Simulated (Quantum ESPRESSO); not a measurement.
# CdTe (F-43m) in Quantum ESPRESSO: a series of runs, part 2 of 5

Quantum ESPRESSO 7.5. The steps go on from the part before.

## (3) Phonons, LDA, target pressure 20 GPa, at which the enthalpy is minimised

The input, pw.in:

```
&CONTROL
  calculation = 'scf'
  prefix = 'pwscf'
  outdir = './tmp'
  pseudo_dir = './pseudo'
  tprnfor = .true.
  tstress = .true.
  disk_io = 'low'
/
&SYSTEM
  ibrav = 0
  nat = 2
  ntyp = 2
  ecutwfc = 45
  ecutrho = 360
  nbnd = 15
  occupations = 'smearing'
  smearing = 'fd'
  degauss = 0.00367493
/
&ELECTRONS
  conv_thr = 4d-10
  electron_maxstep = 120
  mixing_beta = 0.5
/
ATOMIC_SPECIES
Te   127.6000 te_lda_v1.uspp.F.UPF
Cd   112.4140 cd_lda_v1.uspp.F.UPF
CELL_PARAMETERS angstrom
   0.0000000000    3.2050000000    3.2050000000
   3.2050000000    0.0000000000    3.2050000000
   3.2050000000    3.2050000000    0.0000000000
ATOMIC_POSITIONS crystal
Te     0.7500000000    0.7500000000    0.7500000000
Cd     0.0000000000    0.0000000000    0.0000000000
K_POINTS automatic
6 6 6 1 1 1
```

The input, relax.in:

```
&CONTROL
  calculation = 'vc-relax'
  prefix = 'pwscf'
  outdir = './tmp'
  pseudo_dir = './pseudo'
  tprnfor = .true.
  tstress = .true.
  disk_io = 'low'
  nstep = 40
  forc_conv_thr = 0.0001
  etot_conv_thr = 1d-06
/
&SYSTEM
  ibrav = 0
  nat = 2
  ntyp = 2
  ecutwfc = 45
  ecutrho = 360
  nbnd = 15
  occupations = 'smearing'
  smearing = 'fd'
  degauss = 0.00367493
/
&ELECTRONS
  conv_thr = 4d-10
  electron_maxstep = 120
  mixing_beta = 0.5
/
&IONS
  ion_dynamics = 'bfgs'
/
&CELL
  cell_dynamics = 'bfgs'
  press = 200
  press_conv_thr = 0.2
/
ATOMIC_SPECIES
Te   127.6000 te_lda_v1.uspp.F.UPF
Cd   112.4140 cd_lda_v1.uspp.F.UPF
CELL_PARAMETERS angstrom
   0.0000000000    3.2050000000    3.2050000000
   3.2050000000    0.0000000000    3.2050000000
   3.2050000000    3.2050000000    0.0000000000
ATOMIC_POSITIONS crystal
Te     0.7500000000    0.7500000000    0.7500000000
Cd     0.0000000000    0.0000000000    0.0000000000
K_POINTS automatic
6 6 6 1 1 1
```

The input, gamma.in:

```
&CONTROL
  calculation = 'bands'
  prefix = 'pwscf'
  outdir = './tmp'
  pseudo_dir = './pseudo'
  disk_io = 'low'
  verbosity = 'high'
/
&SYSTEM
  ibrav = 0
  nat = 2
  ntyp = 2
  ecutwfc = 45
  ecutrho = 360
  nbnd = 15
  occupations = 'smearing'
  smearing = 'fd'
  degauss = 0.00367493
/
&ELECTRONS
  conv_thr = 1d-08
  electron_maxstep = 120
  mixing_beta = 0.5
  diago_full_acc = .true.
  startingwfc = 'random'
/
ATOMIC_SPECIES
Te   127.6000 te_lda_v1.uspp.F.UPF
Cd   112.4140 cd_lda_v1.uspp.F.UPF
CELL_PARAMETERS angstrom
   0.0000000000    2.9610204623    2.9610204623
   2.9610204623    0.0000000000    2.9610204623
   2.9610204623    2.9610204623    0.0000000000
ATOMIC_POSITIONS crystal
Te     0.7500000000    0.7500000000    0.7500000000
Cd     0.0000000000    0.0000000000    0.0000000000
K_POINTS crystal
1
0.0 0.0 0.0 1
```

The input, scf2.in:

```
&CONTROL
  calculation = 'scf'
  prefix = 'pwscf'
  outdir = './tmp'
  pseudo_dir = './pseudo'
  tprnfor = .true.
  tstress = .true.
  disk_io = 'low'
/
&SYSTEM
  ibrav = 0
  nat = 2
  ntyp = 2
  ecutwfc = 45
  ecutrho = 360
  nbnd = 15
  occupations = 'fixed'
/
&ELECTRONS
  conv_thr = 1d-13
  electron_maxstep = 120
  mixing_beta = 0.5
  startingpot = 'file'
/
ATOMIC_SPECIES
Te   127.6000 te_lda_v1.uspp.F.UPF
Cd   112.4140 cd_lda_v1.uspp.F.UPF
CELL_PARAMETERS angstrom
   0.0000000000    2.9610204623    2.9610204623
   2.9610204623    0.0000000000    2.9610204623
   2.9610204623    2.9610204623    0.0000000000
ATOMIC_POSITIONS crystal
Te     0.7500000000    0.7500000000    0.7500000000
Cd     0.0000000000    0.0000000000    0.0000000000
K_POINTS automatic
6 6 6 1 1 1
```

The input, ph.in:

```
phonons of CdTe
&INPUTPH
  prefix = 'pwscf'
  outdir = './tmp'
  tr2_ph = 1d-18
  fildyn = 'dyn'
  niter_ph = 90
  alpha_mix(1) = 0.7
  epsil = True
/
0.0000000000 0.0000000000 0.0000000000
```

The input, dynmat.in:

```
&INPUT
  fildyn = 'dyn'
  asr = 'crystal'
  lperm = .true.
  filout = 'dynmat.disp'
  fileig = 'dynmat.eig'
/
```

The input, dynmat_lo.in:

```
&INPUT
  fildyn = 'dyn'
  asr = 'crystal'
  filout = 'dynmat_lo.disp'
  fileig = 'dynmat_lo.eig'
  q(1) = 0
  q(2) = 0
  q(3) = 1
/
```

Potentials or basis: GBRV 1.5 LDA.

Run with:

```sh
> OMP_NUM_THREADS=1 mpirun -n 4 pw.x -nk 4 -in pw.in > pw.out
> OMP_NUM_THREADS=1 mpirun -n 4 pw.x -nk 4 -in relax.in > relax.out
> OMP_NUM_THREADS=1 mpirun -n 4 pw.x -in gamma.in > gamma.out
> OMP_NUM_THREADS=1 mpirun -n 4 pw.x -nk 4 -in scf2.in > scf2.out
> OMP_NUM_THREADS=1 mpirun -n 4 ph.x -nk 4 -in ph.in > ph.out
> OMP_NUM_THREADS=1 mpirun -n 1 dynmat.x -in dynmat.in > dynmat.out
> OMP_NUM_THREADS=1 mpirun -n 1 dynmat.x -in dynmat_lo.in > dynmat_lo.out
```

pw.out:

```text
This program is part of the open-source Quantum ESPRESSO suite
     for quantum simulation of materials; please cite
         "P. Giannozzi et al., J. Phys.:Condens. Matter 21 395502 (2009);
         "P. Giannozzi et al., J. Phys.:Condens. Matter 29 465901 (2017);
         "P. Giannozzi et al., J. Chem. Phys. 152 154105 (2020);
     in publications or presentations arising from this work. More details at

     Message from routine setup:
     using ibrav=0 with symmetry is DISCOURAGED, use correct ibrav instead

     K-points division:     npool     =       4
     Subspace diagonalization in iterative solution of the eigenvalue problem:
     a serial algorithm will be used

     G-vector sticks info
     --------------------
     sticks:   dense  smooth     PW     G-vecs:    dense   smooth      PW
     Sum        1813     913    283                51253    18149    3119

     Using Slab Decomposition

     bravais-lattice index     =            0
     lattice parameter (alat)  =       8.5653  a.u.
     unit-cell volume          =     444.3352 (a.u.)^3
     number of atoms/cell      =            2
     number of atomic types    =            2
     number of electrons       =        18.00
     number of Kohn-Sham states=           15
     kinetic-energy cutoff     =      45.0000  Ry
     charge density cutoff     =     360.0000  Ry
     scf convergence threshold =      4.0E-10
[... 100 lines left out ...]

     iteration #  1     ecut=    45.00 Ry     beta= 0.50
     Davidson diagonalization with overlap
     ethr =  1.00E-02,  avg # of iterations =  6.2

     Threshold (ethr) on eigenvalues was too large:
     Diagonalizing with lowered threshold

     Davidson diagonalization with overlap
     ethr =  4.66E-04,  avg # of iterations =  2.0

     negative rho (up, down):  1.792E-02 0.000E+00
[... 58 lines left out ...]
     iteration #  8     ecut=    45.00 Ry     beta= 0.50
     Davidson diagonalization with overlap
     ethr =  3.53E-10,  avg # of iterations =  2.9

     negative rho (up, down):  1.864E-02 0.000E+00

     End of self-consistent calculation

          k = 0.0589 0.0589 0.0589 (  2238 PWs)   bands (ev):

    -6.2241  -3.1085  -3.1085  -3.0948  -2.8239  -2.8239   4.4456   5.1677
     5.1677   6.4701   9.6409   9.7943   9.7943  13.1206  14.2419
[... 73 lines left out ...]
    -5.6776  -2.9571  -2.9340  -2.9204  -2.7846  -2.3340   0.7479   3.0933
     3.2858   7.6916   8.0223  13.3839  13.9587  14.4588  16.2246

          k =-0.5303 0.1768-0.0589 (  2268 PWs)   bands (ev):

    -5.7389  -2.9897  -2.9753  -2.8911  -2.7962  -2.4488   1.0758   3.0449
     3.5212   8.2423   8.9157  11.2370  12.9313  14.0267  16.3290

          k =-0.4125 0.0589 0.0589 (  2264 PWs)   bands (ev):
[... 51 lines left out ...]
    -5.7654  -3.0263  -3.0170  -2.8280  -2.8141  -2.4046   0.6874   3.3020
     4.1628   7.9077   9.8879  10.9413  12.2178  14.0320  14.7746

     the Fermi energy is     5.8376 ev

!    total energy              =    -141.11290498 Ry
     estimated scf accuracy    <          3.4E-10 Ry
     smearing contrib. (-TS)   =      -0.00000001 Ry
     internal energy E=F+TS    =    -141.11290497 Ry

     The total energy is F=E-TS. E is the sum of the following terms:
     one-electron contribution =     -45.25225969 Ry
     hartree contribution      =      35.21780934 Ry
     xc contribution           =     -53.41456180 Ry
     ewald contribution        =     -77.66389282 Ry

     convergence has been achieved in   8 iterations

     negative rho (up, down):  1.864E-02 0.000E+00

     Forces acting on atoms (cartesian axes, Ry/au):

     atom    1 type  1   force =     0.00000000    0.00000000   -0.00000000
     atom    2 type  2   force =    -0.00000000   -0.00000000    0.00000000

     Total force =     0.000000     Total SCF correction =     0.000000

     Computing stress (Cartesian axis) and pressure

     negative rho (up, down):  1.864E-02 0.000E+00
          total   stress  (Ry/bohr**3)                   (kbar)     P=        3.02
   0.00002051  -0.00000000  -0.00000000            3.02       -0.00       -0.00
  -0.00000000   0.00002051   0.00000000           -0.00        3.02        0.00
   0.00000000   0.00000000   0.00002051            0.00        0.00        3.02

=------------------------------------------------------------------------------=
   JOB DONE.
=------------------------------------------------------------------------------=
```

gamma.out:

```text
This program is part of the open-source Quantum ESPRESSO suite
     for quantum simulation of materials; please cite
         "P. Giannozzi et al., J. Phys.:Condens. Matter 21 395502 (2009);
         "P. Giannozzi et al., J. Phys.:Condens. Matter 29 465901 (2017);
         "P. Giannozzi et al., J. Chem. Phys. 152 154105 (2020);
     in publications or presentations arising from this work. More details at
[... 354 lines left out ...]

          k = 0.0000 0.0000 0.0000 (  1807 PWs)   bands (ev):

    -4.6349  -0.9779  -0.9779  -0.9779  -0.4558  -0.4558   8.6554   8.6554
     8.6554   9.9685  12.7776  12.7776  12.7776  16.5865  18.6566

=------------------------------------------------------------------------------=
   JOB DONE.
=------------------------------------------------------------------------------=
```

It took 3.1 min on 4 MPI ranks of Intel Xeon Platinum 8259CL at 2.50GHz (Skylake/Cascade Lake), shared host; peak memory 0.52 GiB.

Results:

* Free energy: -1919.2104 eV
* Relaxed volume: 25.96 Å³/atom
* Relaxed cell: a = 4.188 Å, b = 4.188 Å, c = 4.188 Å, α = 60.00°, β = 60.00°, γ = 60.00°
* Space group after relaxing (to 0.05 Å): F-43m (No. 216)
* Pressure after relaxing: 20.6 GPa
* Electronic dielectric tensor (diagonal): 8.84
* Born charges (mean of the diagonal): Te -1.68; Cd +1.67 e
* Highest phonon frequency at Γ, LO-TO splitting left out: 226 cm⁻¹
* Static dielectric tensor (diagonal): 9.72

Step by step:
```
step  energy change (eV)  largest force (eV/Å)  pressure (GPa)  volume (Å³)
   1              0.0000                0.0000            0.30        65.84
   2              0.1238                0.0000            6.43        59.45
   3              0.8793                0.0000           23.41        50.66
   4              0.6732                0.0000           19.29        52.21
   5              0.7067                0.0000           19.97        51.93
   6              0.7081                0.0000           20.00        51.92
```

Final structure:
```xyz
2
Lattice="0.0000 2.9610 2.9610 2.9610 0.0000 2.9610 2.9610 2.9610 0.0000" Properties=species:S:1:pos:R:3 pbc="T T T"
Te    4.4415    4.4415    4.4415
Cd    0.0000    0.0000    0.0000
```

Phonon frequencies in cm⁻¹ (negative: imaginary):
| q point | frequencies |
| --- | --- |
| (0.000, 0.000, 0.000) | -6 -6 -6 226 226 226 |

Electronic dielectric tensor:
```
8.84 0.00 0.00
0.00 8.84 0.00
0.00 0.00 8.84
```

Born effective charge tensors (e):
atom 1, Te
```
-1.68  0.00  0.00
 0.00 -1.68  0.00
 0.00  0.00 -1.68
```
atom 2, Cd
```
1.67 0.00 0.00
0.00 1.67 0.00
0.00 0.00 1.67
```

Optical modes at Γ, degenerate ones joined, polar ones without the macroscopic field:
| cm⁻¹ | components | symmetry | active in | IR intensity, summed ((D/Å)²/amu) |
| --- | --- | --- | --- | --- |
| 226 | 3 | T2 | IR and Raman | 3.25 |

Zone-centre frequencies without and with the macroscopic field along z (cm⁻¹):
|  | optical modes in rising order |
| --- | --- |
| without | 226 226 226 |
| with the field | 226 226 236 |

Static dielectric tensor, electrons and zone-centre modes:
```
9.72 0.00 0.00
0.00 9.72 0.00
0.00 0.00 9.72
```

Caveat: the volume moved by over 15 % at a fixed basis, so the end points are rough; the cell is more than 3 GPa from zero pressure, which shifts response properties. Spin-orbit coupling is left out, which matters for the levels of Te.

(Continued in part 3 of 5.)
